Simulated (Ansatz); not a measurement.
# TiO2 (Imma) in Ansatz: notebook

One crystal, TiO2, is run at these levels: PBEsol+U, r2SCAN+rVV10; tasks: relaxation of cell and atoms.

Everything below comes from runs of Ansatz 0.2.0. Logs are shortened: lines on timing, memory, paths and dates and some standing lists are left out, and cuts for length are marked.

## Step 1: The crystal as given

It takes space group Imma (No. 74, orthorhombic). The conventional cell has a = 5.946 Å, b = 6.575 Å, c = 6.575 Å, α = 90.00°, β = 90.00°, γ = 90.00°. Around Ti (site symmetry 2/m) lie 6 O at 1.96 to 2.00 Å. Around Ti (site symmetry mm2) lie 6 O at 1.94 to 2.00 Å. O (site symmetry m) has 3 Ti at 1.94 to 2.00 Å as nearest neighbours. O (site symmetry m) is surrounded by 3 Ti at 1.96 to 2.00 Å.

The cell is a database's computed one.

## Step 2: Relaxation of cell and atoms, PBEsol+U

Contents of input.yaml:

```yaml
crystal:
  lattice:
    - [-2.97316, 3.287369, 3.287402]
    - [2.97316, -3.287369, 3.287402]
    - [2.97316, 3.287369, -3.287402]
  atoms:
    - { symbol: Ti, position: [0.0, 0.5, 0.0] }
    - { symbol: Ti, position: [0.0, 0.0, 0.5] }
    - { symbol: Ti, position: [0.495245, 0.245245, 0.25] }
    - { symbol: Ti, position: [0.504755, 0.754755, 0.75] }
    - { symbol: O, position: [0.695081, 0.69523, 0.500149] }
    - { symbol: O, position: [0.695081, 0.194932, 0.999851] }
    - { symbol: O, position: [0.804516, 0.749617, 0.054899] }
    - { symbol: O, position: [0.194718, 0.749617, 0.445101] }
    - { symbol: O, position: [0.805282, 0.250383, 0.554899] }
    - { symbol: O, position: [0.304919, 0.805068, 0.000149] }
    - { symbol: O, position: [0.195484, 0.250383, 0.945101] }
    - { symbol: O, position: [0.304919, 0.30477, 0.499851] }
hamiltonian:
  xc: pbesol
  pseudopotentials: { kind: paw }
  hubbard: { sites: [{ species: Ti, l: d, u_eff: 6.0 }] }
kpoints:
  mp_grid: { grid: [6, 6, 6] }
scf:
  occupations: { method: fermi_dirac, width: 0.05 }
output:
  forces: true
  stress: true
  eigenvalues: true
relax:
  f_tol: 0.01
  max_steps: 40
  cell: { stress_tol: 0.05 }
```

Potentials or basis: Ansatz PAW.

Run with:

```console
> ansatz run input.yaml --threads 4 --pin off --max-ram 11264MiB --backend cpu --events-out ev --progress --plain --runs-dir out
```

The program printed:

```text
Warning: RAYON_NUM_THREADS=4 ignored (pool sized by the plan → 4); use --threads N
Ti: projections on atomic orbitals take those of the free atom [Ne] 3s2 3p6 3d2 4s2, of charge +0.00 (hamiltonian.pseudopotentials.projection_atoms); the dataset's partial waves leave at most 4.1e-7 of an orbital's norm unspanned inside its sphere
O: projections on atomic orbitals take those of the free atom [He] 2s2 2p4, of charge +0.00 (hamiltonian.pseudopotentials.projection_atoms); the dataset's partial waves leave at most 1.9e-8 of an orbital's norm unspanned inside its sphere
Engine: ansatz 0.2.0, aarch64-unknown-linux-gnu
Pseudopotentials: kind: paw
Pseudopotential: Ti, paw, valence charge 12, recommended cutoff 420 eV (normal), Ti.paw.azcp
Pseudopotential: O, paw, valence charge 6, recommended cutoff 420 eV (normal), O.paw.azcp
Functional definition: PBEsol
  exchange = pbesol_x
  correlation = pbesol_c
Crystal: 12 atoms, lattice volume = 128.523 Å³
Basis set: ecut = 420 eV, 2497 PW (Γ), exchange–correlation on 80×80×80 points (8 copies of the dense FFT grid, shifted against one another)
Bands: 60, of which v1, the nominal top of the filled ones, is band 48 counted from 1 (47 counted from 0)
Symmetry: 8 space group operations
Space group: Imma (ITA 74), of the structure as read, at distance tolerance 5.0e-5 Å
k-points: 46 of 216
Non-local potential: Ti, projectors of the file, l = 0: 3, l = 1: 2, l = 2: 3, l = 3: 1
Non-local potential: O, projectors of the file, l = 0: 2, l = 1: 2, l = 2: 1
PAW form: soft (Blöchl's): semilocal exchange-correlation on the pseudo side does not see the compensation charge
PAW frozen core: Ti, regenerated for the run's functional, and the local potential with it (the file was generated under x = pbe(κ = 0.804, μ = 0.2195149727645171), c = pbe(β = 0.06672455060314922))
PAW frozen core: O, regenerated for the run's functional, and the local potential with it (the file was generated under x = pbe(κ = 0.804, μ = 0.2195149727645171), c = pbe(β = 0.06672455060314922))
PAW one-centre angular grid: Ti, 590 points (default); XC on 64 Gauss nodes
PAW one-centre angular grid: O, 110 points (default); XC on 64 Gauss nodes
Initial density: superposition of atomic densities (chi_scale 0.1, normalization cell, long waves of neutral atoms under a Hubbard term (reshape's long-wave potential 0.00 eV rms, cloud 2.26 Å wide))
Initial wavefunctions: pseudopotential atomic-orbital guess
Functional: x = pbesol(κ = 0.804, μ = 0.12345679012345678), c = pbesol(β = 0.046)
SCF iter   1: F=—  HF=-14381.151914 eV  |F-HF|=—  |Δ(HF+E_count)|=         —  Δρ=9.66e-2  dr2=1.29e1  ethr=3.10e-3  ⟨swp⟩=5.0  Hψ=10179  notcnv=0
preconditioner: auto → Resta (q_TF=auto, 2.599 Å⁻¹)  ε∞=6.9  [insulator: Δε(μ)=3.497 eV  Ē_g=10.744 eV  σ=0.050 eV  W_gap=1.00  n_scr=42 (ndim 8)  ℏωp=26.2 eV  f_vac=0.000  D(μ)=0.00/eV (n_scr^D=0)  ε∞_Penn≈6.9]
SCF iter   2: F=—  HF=-14379.498839 eV  |F-HF|=—  |Δ(HF+E_count)|=    1.65e0  Δρ=5.09e-2  dr2=1.60e0  ethr=3.10e-3  ⟨swp⟩=3.2  Hψ=5799  notcnv=0  defer=279
SCF iter   3: F=—  HF=-14379.499836 eV  |F-HF|=—  |Δ(HF+E_count)|=   9.96e-4  Δρ=2.42e-2  dr2=4.57e-1  ethr=1.67e-3  ⟨swp⟩=2.3  Hψ=3847  notcnv=0  defer=279
SCF iter   4: F=—  HF=-14379.635933 eV  |F-HF|=—  |Δ(HF+E_count)|=   1.36e-1  Δρ=6.20e-3  dr2=4.38e-2  ethr=4.76e-4  ⟨swp⟩=3.0  Hψ=4210  notcnv=0  defer=267
SCF iter   5: F=—  HF=-14379.644685 eV  |F-HF|=—  |Δ(HF+E_count)|=   8.75e-3  Δρ=1.41e-3  dr2=3.16e-3  ethr=4.56e-5  ⟨swp⟩=3.3  Hψ=4929  notcnv=0  defer=239
SCF iter   6: F=—  HF=-14379.645767 eV  |F-HF|=—  |Δ(HF+E_count)|=   1.08e-3  Δρ=6.71e-4  dr2=5.95e-4  ethr=3.29e-6  ⟨swp⟩=2.0  Hψ=3628  notcnv=0  defer=240
SCF iter   7: F=—  HF=-14379.645794 eV  |F-HF|=—  |Δ(HF+E_count)|=   2.76e-5  Δρ=3.36e-4  dr2=1.37e-4  ethr=6.20e-7  ⟨swp⟩=2.0  Hψ=3661  notcnv=0  defer=240
SCF iter   8: F=—  HF=-14379.645778 eV  |F-HF|=—  |Δ(HF+E_count)|=   1.68e-5  Δρ=9.32e-5  dr2=1.18e-5  ethr=1.43e-7  ⟨swp⟩=2.0  Hψ=3941  notcnv=0  defer=240
SCF iter   9: F=—  HF=-14379.645782 eV  |F-HF|=—  |Δ(HF+E_count)|=   4.04e-6  Δρ=3.45e-5  dr2=1.75e-6  ethr=1.22e-8  ⟨swp⟩=2.0  Hψ=3746  notcnv=0  defer=240
SCF iter  10: F=—  HF=-14379.645782 eV  |F-HF|=—  |Δ(HF+E_count)|=   2.15e-7  Δρ=1.00e-5  dr2=1.23e-7  ethr=1.82e-9  ⟨swp⟩=2.0  Hψ=3604  notcnv=0  defer=240
SCF iter  11: F=-14379.645782 eV  HF=-14379.645782 eV  |F-HF|=2.36e-8  |Δ(HF+E_count)|=   3.96e-9  Δρ=5.03e-6  dr2=3.29e-8  ethr=1.04e-10  ⟨swp⟩=10.8  Hψ=11381  notcnv=0
SCF 1 converged in 11 iterations: F = -14379.645782 eV  dr2 = 3.29e-8
relax step   1: F+E_penalty+E_count = -14379.64578188 eV  Δ(F+E_penalty+E_count) = +0.000e0 eV  max|allowed force component| = 1.677e-1 eV/Å  Δτ_max = 0.0000 Å  P = -2.622 GPa  Ω = 128.523 Å³  (11 SCF iters, dr2 threshold 1.00e-7 eV, accepted)
[... 76 lines left out ...]
SCF converged after 5 iterations
Free energy (F): -14379.699846 eV
Harris-Foulkes:  -14379.699846 eV  (|F-HF|=6.18e-11)
Internal energy: -14379.699846 eV  (E = F + TS)
E sigma→0 (E₀):  -14379.699846 eV
Fermi energy:    10.621821 eV
--- Per-component energies (eV) ---
  E_band       = -809.145135
  E_kinetic    = 2483.600182
  E_local      = -6163.269474  (includes V_loc(G=0)·N_el)
  E_nonlocal   = 391.567648
  E_hartree    = 2324.042693
  E_xc         = -974.701325
  E_vxc        = -1240.638613  (∫ρ·V_xc dr)
  E_hubbard    = 18.307746  (on-site DFT+U / exact-exchange correction)
  E_vhub       = 12.674090  (the Hubbard potential's part of the band-sum identity)
  E_paw        = -5292.311942  (= ΣΔE_a)
  E_vpaw       = -941.184626  (= ΣTr[D̂ρ^β])
  E_aug_tail   = 0.020340  (compensation charges beyond the density's cutoff)
  E_ewald      = -7167.795554
  E_core_change = 0.839841  (= ΣΔE_core)
  E_smearing   = -0.000000  (= −TS)
  E_closure    = -0.000000  (closes the sum)
  Σ components = -14379.699846   (vs F -14379.699846, Δ=0.00e0)
--- Forces (eV/Å), atoms counted from 1 ---
  atom   1  Ti    -0.00000000     0.00000000    -0.00000000
  atom   2  Ti     0.00000000     0.00000000     0.00000000
  atom   3  Ti     0.00000000     0.00000000    -0.00003777
  atom   4  Ti     0.00000000     0.00000000     0.00003777
  atom   5  O      0.00003655     0.00000000    -0.00000575
  atom   6  O     -0.00003655     0.00000000    -0.00000575
  atom   7  O      0.00000000     0.00027853    -0.00006803
  atom   8  O      0.00000000    -0.00027853    -0.00006803
  atom   9  O      0.00000000     0.00027853     0.00006803
  atom  10  O      0.00003655     0.00000000     0.00000575
  atom  11  O      0.00000000    -0.00027853     0.00006803
  atom  12  O     -0.00003655     0.00000000     0.00000575
  max |Σ_I F_I| component: 3.47e-18 eV/Å
--- Stress (GPa, compression-positive) ---
       -0.002688       0.000000       0.000000
        0.000000      -0.013864       0.000000
        0.000000       0.000000      -0.012574
  P = ⅓ Tr σ = -0.0097 GPa (-0.097 kbar)
--- Band table (eV; the first three rows and the last of 46) ---
  k-point 0: bands = ["-48.9437", "-48.9253", "-48.9015", "-48.9014", "-25.4533", "-25.4532", "-25.2804", "-25.2804", "-25.1579", "-25.1579", "-25.1565", "-25.1565", "-25.1398", "-25.1398", "-25.1029", "-25.0712", "-8.9168", "-7.5132", "-7.3933", "-7.3933", "-7.2891", "-7.2891", "-6.9645", "-6.9645", "3.5681", "4.0862", "4.4897", "4.4897", "4.7309", "4.7309", "4.8123", "5.4471", "5.4472", "5.7449", "5.7449", "6.5170", "6.5170", "6.6395", "6.6395", "7.0710", "8.1627", "8.1628", "8.4729", "8.6296", "8.6296", "8.8526", "8.8527", "9.3911", "12.0014", "12.1537", "12.4161", "12.4161", "12.4241", "12.5716", "12.5716", "12.8997", "12.8998", "13.1955", "13.1955", "13.4394"]
  k-point 1: bands = ["-48.9411", "-48.9247", "-48.9039", "-48.9038", "-25.4312", "-25.4292", "-25.2744", "-25.2658", "-25.1793", "-25.1760", "-25.1483", "-25.1429", "-25.1421", "-25.1385", "-25.1251", "-25.0973", "-8.7990", "-7.4935", "-7.4703", "-7.3655", "-7.3548", "-7.2547", "-7.0271", "-6.9941", "3.7329", "4.2114", "4.4516", "4.5592", "4.7285", "4.7698", "4.9338", "5.3777", "5.3861", "5.7292", "5.8728", "6.6343", "6.6496", "6.6580", "6.8199", "6.9389", "7.9890", "8.0601", "8.0732", "8.4514", "8.5586", "8.5718", "8.6848", "9.2793", "12.1507", "12.3617", "12.3847", "12.3852", "12.5561", "12.5661", "12.6647", "12.8432", "13.1059", "13.1318", "13.1388", "13.6249"]
  k-point 2: bands = ["-48.9332", "-48.9221", "-48.9110", "-48.9099", "-25.3700", "-25.3635", "-25.2577", "-25.2337", "-25.2059", "-25.1931", "-25.1874", "-25.1791", "-25.1461", "-25.1446", "-25.1355", "-25.1345", "-8.4802", "-7.6748", "-7.4519", "-7.4507", "-7.2889", "-7.2458", "-7.1661", "-7.0745", "4.0326", "4.4823", "4.6403", "4.7003", "4.7467", "4.9409", "4.9545", "5.2910", "5.6544", "5.6697", "6.0853", "6.2167", "6.8399", "6.8802", "6.9462", "7.0924", "7.1811", "7.4556", "7.8744", "8.1256", "8.2948", "8.2974", "8.5549", "8.9719", "12.2605", "12.3091", "12.3496", "12.7304", "12.7564", "12.8652", "12.8716", "12.9130", "12.9686", "13.0949", "13.3307", "13.6295"]
  k-point 45: bands = ["-48.9288", "-48.9288", "-48.8997", "-48.8996", "-25.4543", "-25.4543", "-25.2911", "-25.2911", "-25.1569", "-25.1569", "-25.1552", "-25.1552", "-25.1333", "-25.1333", "-25.0869", "-25.0869", "-8.1082", "-8.1082", "-7.4216", "-7.4216", "-7.3064", "-7.3064", "-7.1070", "-7.1070", "3.8206", "3.8206", "4.7687", "4.7687", "5.3779", "5.3779", "5.4655", "5.4655", "5.8073", "5.8074", "6.3216", "6.3217", "6.5041", "6.5041", "7.1132", "7.1132", "7.4652", "7.4652", "7.8082", "7.8082", "7.8747", "7.8747", "8.1824", "8.1824", "11.9270", "11.9270", "12.4350", "12.4350", "12.8286", "12.8287", "13.1070", "13.1070", "13.3969", "13.3970", "13.5571", "13.5571"]
Occupation matrices written to <dir>
--- Relaxed structure (6 steps of the walk, 6 accepted, 2 SCFs on fresh bases) ---
  F+E_penalty+E_count = -14379.69984557 eV   max|allowed force component| = 2.785e-4 eV/Å   (the final SCF, on the basis selected at the relaxed cell)
  cell:  # Å, volume = 126.6516 Å³
    - [-3.0038439387470213, 3.2466637135138967, 3.246653088111428]
    - [3.0038439387470213, -3.2466637135138967, 3.246653088111428]
    - [3.0038439387470213, 3.2466637135138967, -3.246653088111428]
  atoms:
    - { symbol: Ti, position: [-2.7755575615628914e-17, 0.5, 0.0] }
    - { symbol: Ti, position: [2.7755575615628914e-17, 2.7755575615628914e-17, 0.5] }
    - { symbol: Ti, position: [0.49999875202132155, 0.24999875202132155, 0.25] }
    - { symbol: Ti, position: [0.5000012479786784, 0.7500012479786784, 0.75] }
    - { symbol: O, position: [0.6945232585749399, 0.6945201187748435, 0.4999968601999036] }
    - { symbol: O, position: [0.6945232585749399, 0.19452639837503638, 1.0000031398000964] }
    - { symbol: O, position: [0.8054797801924375, 0.7500042409225033, 0.055475539269934024] }
    - { symbol: O, position: [0.19452870165256936, 0.7500042409225034, 0.4445244607300659] }
    - { symbol: O, position: [0.8054712983474306, 0.24999575907749655, 0.5554755392699341] }
    - { symbol: O, position: [0.30547674142506, 0.8054736016249637, -3.1398000963078765e-6] }
    - { symbol: O, position: [0.19452021980756246, 0.2499957590774965, 0.944524460730066] }
    - { symbol: O, position: [0.30547674142506004, 0.3054798812251564, 0.5000031398000964] }
```

It took 57 s on 4 threads of Arm Neoverse V1, shared host; peak memory 0.89 GiB.

What came out:

| Property | Result |
| --- | --- |
| Free energy | -14379.6998 eV |
| Relaxed volume | 10.55 Å³/atom |
| Relaxed cell | a = 5.487 Å, b = 5.487 Å, c = 5.487 Å, α = 113.61°, β = 107.44°, γ = 107.44° |
| Space group after relaxing (to 0.05 Å) | P4_2/mnm (No. 136) |
| Energy gained by relaxing | 4.5 meV/atom |
| Ionic steps | 8 |
| Pressure after relaxing | 0.0 GPa |
| Band gap on the k mesh | 2.54 eV |

The path:
| step | energy change (eV) | largest force (eV/Å) | volume (Å³) |
| --- | --- | --- | --- |
| 1 | 0.0000 | 0.1677 | 128.52 |
| 2 | -0.0470 | 0.1871 | 127.22 |
| 3 | -0.0564 | 0.1400 | 126.81 |
| 4 | -0.0614 | 0.0055 | 126.73 |
| 5 | -0.0615 | 0.0003 | 126.72 |
| 6 | -0.0541 | 0.0004 | 126.72 |
| 7 | -0.0545 | 0.0003 | 126.65 |
| 8 | -0.0541 | 0.0003 | 126.65 |

Final structure:
```yaml
crystal:
  lattice:
    - [-3.00384, 3.24666, 3.24665]
    - [3.00384, -3.24666, 3.24665]
    - [3.00384, 3.24666, -3.24665]
  atoms:
    - { symbol: Ti, position: [0.00000, 0.50000, 0.00000] }
    - { symbol: Ti, position: [0.00000, 0.00000, 0.50000] }
    - { symbol: Ti, position: [0.50000, 0.25000, 0.25000] }
    - { symbol: Ti, position: [0.50000, 0.75000, 0.75000] }
    - { symbol: O, position: [0.69452, 0.69452, 0.50000] }
    - { symbol: O, position: [0.69452, 0.19453, 0.00000] }
    - { symbol: O, position: [0.80548, 0.75000, 0.05548] }
    - { symbol: O, position: [0.19453, 0.75000, 0.44452] }
    - { symbol: O, position: [0.80547, 0.25000, 0.55548] }
    - { symbol: O, position: [0.30548, 0.80547, 0.00000] }
    - { symbol: O, position: [0.19452, 0.25000, 0.94452] }
    - { symbol: O, position: [0.30548, 0.30548, 0.50000] }
```

Levels at points of the mesh, in eV from the valence-band top:
```tsv
k point	band 46	band 47	band 48	band 49	band 50	band 51
(0.00, 0.00, 0.00)	-0.54	-0.54	0.00	2.61	2.76	3.02
(0.00, 0.00, -0.50)	-1.26	-0.70	-0.70	2.86	2.86	3.16
(0.00, -0.50, 0.00)	-1.26	-0.70	-0.70	2.86	2.86	3.16
(0.00, -0.50, -0.50)	-1.13	-0.81	-0.81	2.60	2.60	3.13
(-0.50, -0.50, -0.50)	-1.52	-1.21	-1.21	2.54	2.54	3.04
```

Eigenvalues of the final occupation matrices:
| site | spin | trace | eigenvalues |
| --- | --- | --- | --- |
| site 1 | 1 | 1.00 | 0.11 0.14 0.14 0.29 0.31 |
| site 2 | 1 | 1.00 | 0.11 0.14 0.14 0.29 0.31 |
| site 3 | 1 | 1.00 | 0.11 0.14 0.14 0.29 0.31 |
| site 4 | 1 | 1.00 | 0.11 0.14 0.14 0.29 0.31 |

Caveat: the plane-wave basis is chosen anew once the cell has moved, so the energies of steps on either side of that aren't comparable; the pressure holds a Pulay correction of +0.8 GPa for the finite cutoff; the PAW data sets come from PBE, with cores solved anew for the run's functional, which leaves a small shift of forces and pressure.

[end of part 1 of 2]
